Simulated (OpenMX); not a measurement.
ZnO:

```
Zn O
1.0
     2.68821    0.00000    0.00000
     0.00000    2.68821    0.00000
     0.00000    0.00000    2.68821
Zn O
1 1
Direct
  0.00000 0.00000 0.00000
  0.50000 0.50000 0.50000
```

The cell was built by a generator and needn't be a form met in nature.

Base run:

- Program: OpenMX 3.8.5
- Functional: PBE
- Dispersion: D3
- Potentials or basis: OpenMX 2013 PBE set, Zn6.0H-s3p2d2, O6.0-s2p2d1, grid cutoff 500 Ry
- k mesh: 7 × 7 × 7
- Occupations: fermi-dirac, width 0.05 eV
- Spin: no spin polarisation

Its results: band gap on the k mesh none (metal or under the smearing width); pressure -0.6 GPa.

Question: The run is repeated on the same cell with these changes: dispersion from D3 to none. What comes out?

Answer: Band gap on the k mesh none (metal or under the smearing width); pressure 4.0 GPa.

Dispersion adds attraction, which lowers the pressure at fixed volume and, as a term added to the energy, leaves the levels alone.

Caveats: the basis of atomic orbitals isn't converged, which shifts pressures, moduli and gaps; pairwise dispersion overbinds metals, which lowers pressure and volume (some runs).
